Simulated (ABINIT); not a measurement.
Crystal: GaN.

```
CELL_PARAMETERS angstrom
3.18000 0.00000 0.00000
-1.59000 2.75396 0.00000
0.00000 0.00000 5.16600
ATOMIC_POSITIONS crystal
Ga 0.66667 0.33333 0.50000
Ga 0.33333 0.66667 0.00000
N 0.66667 0.33333 0.87500
N 0.33333 0.66667 0.37500
```

Base run:

```yaml
Program: ABINIT 10.8.3 (patched build)
Functional: PBE
Potentials_or_basis: JTH PAW PBE v2.0
Cutoff: 680 eV
k_mesh: 8 × 8 × 4
Occupations: fermi-dirac, width 0.05 eV
Spin: no spin polarisation
```

Its results: band gap on the k mesh 1.96 eV, direct; largest force 0.138 eV/Å.

Q: The run is repeated on the same cell with these changes: functional from PBE to PBEsol. What comes out?

A: Band gap on the k mesh 1.91 eV, direct; largest force 0.133 eV/Å.

Caveats: the PAW data sets were made with another functional, which shifts forces and pressure a little (some runs).

